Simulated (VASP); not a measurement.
A run of VASP 6.6.1 is set up as follows.

INCAR

```
SYSTEM = ScAl3
PREC = Accurate
ENCUT = 520
EDIFF = 1E-7
ISMEAR = 1
SIGMA = 0.1
LREAL = .FALSE.
LASPH = .TRUE.
NELM = 80
ALGO = Normal
ISIF = 2
LWAVE = .FALSE.
LCHARG = .TRUE.
GGA = PS
LVHAR = .TRUE.
```

File KPOINTS:

```
Automatic mesh
0
G
  10 10 10
  0 0 0
```

Contents of POSCAR:

```
ScAl3                                   
1.0
    4.0726417282     -0.0000000000      0.0000000000
   -0.0000000000      4.0726417282      0.0000000000
    0.0000000000     -0.0000000000      4.0726417282
  Al              Sc            
     3     1
Direct
     0.0000000000000000    0.5000000000000000    0.5000000000000000
     0.5000000000000000    0.0000000000000000    0.5000000000000000
     0.5000000000000000    0.5000000000000000    0.0000000000000000
     0.0000000000000000    0.0000000000000000    0.0000000000000000
```

Potentials or basis: VASP PAW PBE potentials, release 64 (Al, Sc_sv).

Run with:

```bash
$ cat potpaw_PBE.64/Al/POTCAR potpaw_PBE.64/Sc_sv/POTCAR > POTCAR
$ mpirun -np 1 vasp_std > vasp.out
```

Problem. Estimate the pressure.

Solution. 0.0 GPa.

Problem. Predict the band gap on the k mesh.

Solution. None (metal or under the smearing width).

Caveat: the PAW data sets were made with another functional, which shifts forces and pressure a little.
